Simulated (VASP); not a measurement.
# ZnSe in VASP: work function with LDA

Aim: the work function of ZnSe with LDA.

Program: VASP 6.6.1. These are calculated values, not measurements. Logs are shortened: lines on timing, memory, paths and dates and some standing lists are left out, and cuts for length are marked.

**1. The slab as given**

The cell holds a slab with vacuum, 4 atoms: a = 5.668 Å, b = 4.008 Å, c = 12.004 Å, α = 90.00°, β = 90.00°, γ = 90.00°.

**2. Work function, LDA**

Contents of INCAR:

```
SYSTEM = ZnSe
  ALGO = Fast
  DIPOL = 0.5 0.5 0.500
  EDIFF = 1E-7
  ENCUT = 300
  GGA = CA
  IDIPOL = 3
  ISIF = 2
  ISMEAR = 0
  KPAR = 2
  LASPH = .True.
  LCHARG = .True.
  LDIPOL = .True.
  LREAL = .False.
  LVACPOTAV = .True.
  LVHAR = .True.
  LWAVE = .False.
  NELM = 80
  PREC = Accurate
  SIGMA = 0.05
```

Contents of KPOINTS:

```
k-points
0
Gamma
  4 4 1
  0 0 0
```

Contents of POSCAR:

```
ZnSe
1.0
    5.6676000000      0.0000000000      0.0000000000
    0.0000000000      4.0075983930      0.0000000000
    0.0000000000      0.0000000000     12.0037991972
Zn Se
2 2
Direct
    0.5000000000      0.5000000000      0.4165347918
    0.0000000000      0.0000000000      0.5834652082
    0.7500000000      0.0000000000      0.4165347918
    0.2500000000      0.5000000000      0.5834652082
```

Potentials or basis: VASP PAW LDA potentials, release 64 (Zn, Se).

Launch:

```
cat potpaw_LDA.64/Zn/POTCAR potpaw_LDA.64/Se/POTCAR > POTCAR
mpirun -np 2 vasp_std > vasp.out
```

OUTCAR:

```text
SYSTEM = ZnSe
   EDIFF = 1E-7
   ENCUT = 300
   GGA = CA
   ISIF = 2
   ISMEAR = 0
   LASPH = .True.
   LREAL = .False.
   NELM = 80
   PREC = Accurate

 ion  position               nearest neighbor table
   1  0.500  0.500  0.417-   3 2.45   3 2.45   4 2.45
   2  0.000  0.000  0.583-   4 2.45   4 2.45   3 2.45
   3  0.750  0.000  0.417-   1 2.45   1 2.45   2 2.45
   4  0.250  0.500  0.583-   2 2.45   2 2.45   1 2.45

  LATTYP: Found a simple orthorhombic cell.
 ALAT       =     4.0075983930
 B/A-ratio  =     1.4142135624
 C/A-ratio  =     2.9952600086

  Lattice vectors:

 A1 = (   0.0000000000,  -4.0075983930,   0.0000000000)
 A2 = (   5.6676000000,   0.0000000000,   0.0000000000)
 A3 = (   0.0000000000,   0.0000000000,  12.0037991972)

Analysis of symmetry for initial positions (statically):
=====================================================================
 Subroutine PRICEL returns:
 Original cell was already a primitive cell.

 Routine SETGRP: Setting up the symmetry group for a
 simple orthorhombic supercell.

 Subroutine GETGRP returns: Found  4 space group operations
 (whereof  2 operations were pure point group operations)
 out of a pool of  8 trial point group operations.

The static configuration has the point symmetry C_1h.
 The point group associated with its full space group is C_2v.

Analysis of symmetry for dynamics (positions and initial velocities):
=====================================================================
 Subroutine PRICEL returns:
 Original cell was already a primitive cell.

 Routine SETGRP: Setting up the symmetry group for a
 simple orthorhombic supercell.

 Subroutine GETGRP returns: Found  4 space group operations
 (whereof  2 operations were pure point group operations)
 out of a pool of  8 trial point group operations.

The dynamic configuration has the point symmetry C_1h.
 The point group associated with its full space group is C_2v.

 Subroutine INISYM returns: Found  4 space group operations
 (whereof  2 operations are pure point group operations),
 and found     1 'primitive' translations

----------------------------------------------------------------------------------------

                                     Primitive cell

  volume of cell :     272.6479

  direct lattice vectors                    reciprocal lattice vectors
     5.667600000  0.000000000  0.000000000     0.176441527  0.000000000  0.000000000
     0.000000000  4.007598393  0.000000000     0.000000000  0.249526001  0.000000000
     0.000000000  0.000000000 12.003799197     0.000000000  0.000000000  0.083306958

  length of vectors
     5.667600000  4.007598393 12.003799197     0.176441527  0.249526001  0.083306958

  position of ions in fractional coordinates (direct lattice)
     0.500000000  0.500000000  0.416534792
     0.000000000  0.000000000  0.583465208
     0.750000000  0.000000000  0.416534792
     0.250000000  0.500000000  0.583465208

  ion indices of the primitive-cell ions
   primitive index   ion index
                 1           1
                 2           2
                 3           3
                 4           4

----------------------------------------------------------------------------------------

 KPOINTS: k-points

Automatic generation of k-mesh.
 Grid dimensions read from file:
 generate k-points for:    4    4    1

 Generating k-lattice:

  Cartesian coordinates                     Fractional coordinates (reciprocal lattice)
     0.044110382  0.000000000  0.000000000     0.250000000  0.000000000  0.000000000
     0.000000000  0.062381500  0.000000000     0.000000000  0.250000000  0.000000000
     0.000000000  0.000000000  0.083306958     0.000000000  0.000000000  1.000000000

  Length of vectors
     0.044110382  0.062381500  0.083306958

  Shift w.r.t. Gamma in fractional coordinates (k-lattice)
     0.000000000  0.000000000  0.000000000

 Subroutine IBZKPT returns following result:
 ===========================================

 Found      9 irreducible k-points:

 Following reciprocal coordinates:
            Coordinates               Weight
  0.000000  0.000000  0.000000      1.000000
  0.250000  0.000000  0.000000      2.000000
  0.500000  0.000000  0.000000      1.000000
  0.000000  0.250000  0.000000      2.000000
  0.250000  0.250000  0.000000      4.000000
  0.500000  0.250000  0.000000      2.000000
  0.000000  0.500000  0.000000      1.000000
  0.250000  0.500000  0.000000      2.000000
  0.500000  0.500000  0.000000      1.000000
   k-points           NKPTS =      9   k-points in BZ     NKDIM =      9   number of bands    NBANDS=     22
   number of dos      NEDOS =    301   number of ions     NIONS =      4
   total plane-waves  NPLWV =  53760
   dimension x,y,z NGX =    32 NGY =   24 NGZ =   70
   dimension x,y,z NGXF=    64 NGYF=   48 NGZF=  140
   ions per type =               2   2
   NGX,Y,Z   is equivalent  to a cutoff of   9.39,  9.96,  9.69 a.u.
   NGXF,Y,Z  is equivalent  to a cutoff of  18.77, 19.91, 19.39 a.u.
 SYSTEM =  ZnSe
   PREC   = accura    normal or accurate (medium, high low for compatibility)
   ISTART =      0    job   : 0-new  1-cont  2-samecut
   ICHARG =      2    charge: 1-file 2-atom 10-const
   ISPIN  =      1    spin polarized calculation?
   LNONCOLLINEAR =      F non collinear calculations
   LSORBIT =      F    spin-orbit coupling
   LASPH  =      T    aspherical Exc in radial PAW
   ENCUT  =  300.0 eV  22.05 Ry    4.70 a.u.   8.00  5.66 16.95*2*pi/ulx,y,z
   NELM   =     80;   NELMIN=  2; NELMDL= -5     # of ELM steps
   EDIFF  = 0.1E-06   stopping-criterion for ELM
   LREAL  =      F    real-space projection
   EDIFFG = 0.1E-05   stopping-criterion for IOM
   NSW    =      0    number of steps for IOM
   IBRION =     -1    ionic relax: 0-MD 1-quasi-New 2-CG
   NFREE  =      0    steps in history (QN), initial steepest desc. (CG)
   ISIF   =      2    stress and relaxation
   ISYM   =      2    0-nonsym 1-usesym 2-fastsym
   POTIM  = 0.5000    time-step for ionic-motion
   TEBEG  =    0.0;   TEEND  =   0.0 temperature during run
   PSTRESS=    0.0 pullay stress
   NELECT =      36.0000    total number of electrons
   NUPDOWN=      -1.0000    fix difference up-down
   EMIN   =  10.00;   EMAX   =-10.00  energy-range for DOS
   EFERMI =   0.00;   METHOD = LEGACY
   ISMEAR =     0;   SIGMA  =   0.05  broadening in eV -4-tet -1-fermi 0-gaus
   EFERMI_NEDOS =   21; number of points for ismear=-14 and -15
   IALGO  =     68    algorithm
   IMIX   =      4    mixing-type and parameters
     AMIX     =   0.40;   BMIX     =  1.00
     AMIX_MAG =   1.60;   BMIX_MAG =  1.00
  volume/ion in A,a.u.               =      68.16       459.98
  Fermi-wavevector in a.u.,A,eV,Ry     =   0.833633  1.575338  9.455290  0.694944
  Thomas-Fermi vector in A             =   1.946890
   LORBIT       =      0    0 simple, 1 ext, 2 COOP (PROOUT), +10 PAW based schemes
   GGA     = CA    functional components
   LHFCALC =     F    Hartree Fock is set to
   AEXX    =    0.0000 exact exchange contribution
   IVDW    =     0    specifies the selected vdW correction
   LEPSILON=     F    determine dielectric tensor
   LRPA    =     F    only Hartree local field effects (RPA)
 non-spin polarized calculation
 RMM-DIIS sequential band-by-band and
 Gauss-broadening in eV      SIGMA  =   0.05
  energy-cutoff  :      300.00
  volume of cell :      272.65
 maximum number of plane-waves:      3224
   NGX = 17   NGY = 11   NGZ = 33

 number of electron      35.9999895 magnetization

 dipolmoment           0.000000      0.000000     -0.000000 electrons x Angstroem

 Free energy of the ion-electron system (eV)
  ---------------------------------------------------
  ext. energy  EPLUGINS =         0.00000000
  ---------------------------------------------------
  free energy    TOTEN  =       -12.36970960 eV

  energy without entropy =      -12.36970960  energy(sigma->0) =      -12.36970960

 E-fermi :  -2.9295     XC(G=0):  -4.3890

 val. band max:       -3.1621753255   @ k =   0.0000   0.0000   0.0000
 cond. band min:      -1.7769840408   @ k =   0.0000   0.0000   0.0000
 fundamental gap:      1.3851912847
 Fermi energy:        -2.9295263350

 k-point     1 :       0.0000    0.0000    0.0000
  band No.  band energies     occupation
      1     -15.4678      2.00000
      2     -14.8685      2.00000
      3      -9.6464      2.00000
      4      -9.6413      2.00000
      5      -9.6374      2.00000
      6      -9.5451      2.00000
[... 14 lines left out ...]
     21       0.8777      0.00000
     22       1.7612      0.00000

 k-point     2 :       0.2500    0.0000    0.0000
  band No.  band energies     occupation
      1     -15.3825      2.00000
      2     -14.9582      2.00000
      3      -9.6392      2.00000
      4      -9.6343      2.00000
      5      -9.6313      2.00000
      6      -9.5644      2.00000
[... 14 lines left out ...]
     21       1.0061      0.00000
     22       1.2510      0.00000

 k-point     3 :       0.5000    0.0000    0.0000
  band No.  band energies     occupation
      1     -15.1726      2.00000
      2     -15.1726      2.00000
      3      -9.6309      2.00000
      4      -9.6309      2.00000
      5      -9.6022      2.00000
      6      -9.6022      2.00000
[... 14 lines left out ...]
     21       1.0042      0.00000
     22       1.0042      0.00000
[... 101 lines left out ...]
 k-point     8 :       0.2500    0.5000    0.0000
  band No.  band energies     occupation
      1     -14.8758      2.00000
      2     -14.8758      2.00000
      3      -9.5906      2.00000
      4      -9.5906      2.00000
      5      -9.5191      2.00000
      6      -9.5191      2.00000
[... 14 lines left out ...]
     21       1.4907      0.00000
     22       1.4907      0.00000

 k-point     9 :       0.5000    0.5000    0.0000
  band No.  band energies     occupation
      1     -14.8710      2.00000
      2     -14.8710      2.00000
      3      -9.6013      2.00000
      4      -9.6013      2.00000
      5      -9.5012      2.00000
      6      -9.5012      2.00000
[... 14 lines left out ...]
     21       2.3514      0.00000
     22       2.3514      0.00000

------------------------ aborting loop because EDIFF is reached ----------------------------------------

  FORCE on cell =-STRESS in cart. coord.  units (eV):
  Direction    XX          YY          ZZ          XY          YZ          ZX
  --------------------------------------------------------------------------------------
  -------------------------------------------------------------------------------------
  Total       -3.8182133     -3.9165384     -2.1670770      0.0000000      0.0000000      0.0000000
  in kB      -22.4372003    -23.0149940    -12.7345268      0.0000000      0.0000000      0.0000000
  external PRESSURE =     -19.3955737 kB  Pullay stress =       0.0000000 kB

 VOLUME and BASIS-vectors are now :
 -----------------------------------------------------------------------------
  energy-cutoff  :      300.00
  volume of cell :      272.65
      direct lattice vectors                 reciprocal lattice vectors
     5.667600000  0.000000000  0.000000000     0.176441527  0.000000000  0.000000000
     0.000000000  4.007598393  0.000000000     0.000000000  0.249526001  0.000000000
     0.000000000  0.000000000 12.003799197     0.000000000  0.000000000  0.083306958

 POSITION                                       TOTAL-FORCE (eV/Angst)
 -----------------------------------------------------------------------------------
      2.83380      2.00380      5.00000         0.753096      0.000000      1.223988
      0.00000      0.00000      7.00380         0.753096      0.000000     -1.223988
      4.25070      0.00000      5.00000        -0.753096      0.000000     -0.159320
      1.41690      2.00380      7.00380        -0.753096      0.000000      0.159320
 -----------------------------------------------------------------------------------
    total drift:                               -0.000049      0.000000      0.000000

  FREE ENERGIE OF THE ION-ELECTRON SYSTEM (eV)
  ---------------------------------------------------
  free  energy   TOTEN  =       -12.3697095982 eV

  energy  without entropy=      -12.3697095982  energy(sigma->0) =      -12.36970960

 vacuum level on the upper side and lower side of the slab         2.257         2.257
```

Run time: 16 s. Hardware: 2 MPI ranks of Intel Xeon Platinum 8259CL at 2.50GHz (Skylake/Cascade Lake), shared host; peak memory 0.17 GiB.

What came out:

- Free energy: -12.3697 eV
- Largest force: 1.437 eV/Å
- Band gap on the k mesh: 1.39 eV, direct
- Ionisation potential of the upper face: 5.42 eV

Forces in eV/Å, atoms in the order of the input:
```
Zn   0.753  0.000  1.224
Zn   0.753  0.000 -1.224
Se  -0.753  0.000 -0.159
Se  -0.753  0.000  0.159
```

Levels at points of the mesh, in eV from the valence-band top:
| k point | band 14 | band 15 | band 16 | band 17 | band 18 | band 19 | band 20 | band 21 | band 22 |
| --- | --- | --- | --- | --- | --- | --- | --- | --- | --- |
| (0.00, 0.00, 0.00) | -2.23 | -1.21 | -1.16 | -1.04 | 0.00 | 1.39 | 3.07 | 4.04 | 4.92 |
| (0.50, 0.00, 0.00) | -3.48 | -0.60 | -0.60 | -0.46 | -0.46 | 2.19 | 2.19 | 4.17 | 4.17 |
| (0.00, 0.50, 0.00) | -4.04 | -1.84 | -1.84 | -0.70 | -0.70 | 2.50 | 2.50 | 4.32 | 4.32 |
| (0.50, 0.50, 0.00) | -4.34 | -1.50 | -1.50 | -1.09 | -1.09 | 2.45 | 2.45 | 5.51 | 5.51 |

Caveat: the cutoff is under 1.25 times the usual one of these potentials, so pressure, stress and relaxed cells hold a basis-set (Pulay) error.
